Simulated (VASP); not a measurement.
NbN, 2 atoms in the cell. It takes space group Fm-3m (No. 225, cubic). Conventional cell: a = 4.404 Å, b = 4.404 Å, c = 4.404 Å, α = 90.00°, β = 90.00°, γ = 90.00°. Nb (site symmetry m-3m) is surrounded by 6 N at 2.20 Å. Around N (site symmetry m-3m) lie 6 Nb at 2.20 Å. The cell was built by a generator and needn't be a form met in nature.

* Program: VASP 6.6.1
* Task: electrostatic potential
* Functional: r2SCAN
* Dispersion: rVV10
* Potentials or basis: VASP PAW PBE potentials, release 64 (Nb_sv, N)
* Cutoff: 520 eV
* k mesh: 16 × 16 × 16
* Occupations: methfessel-paxton, width 0.1 eV
* Spin: no spin polarisation
* Further INCAR settings: ALGO = Normal; EDIFF = 1e-06

Potentials or basis: VASP PAW PBE potentials, release 64 (Nb_sv, N).

Command:

```console
$ cat potpaw_PBE.64/Nb_sv/POTCAR potpaw_PBE.64/N/POTCAR > POTCAR
$ mpirun -np 1 vasp_std > vasp.out
```

Hardware: 1 thread of Intel(R) Xeon(R) 6975P-C (Granite Rapids), with other jobs on the host.

**Question.** Estimate the wall time of this run.

**Answer.** Wall time 71 s on 1 thread of Intel(R) Xeon(R) 6975P-C (Granite Rapids), with other jobs on the host, peak memory 0.24 GiB. Counts: scf iterations 18, k points 145.
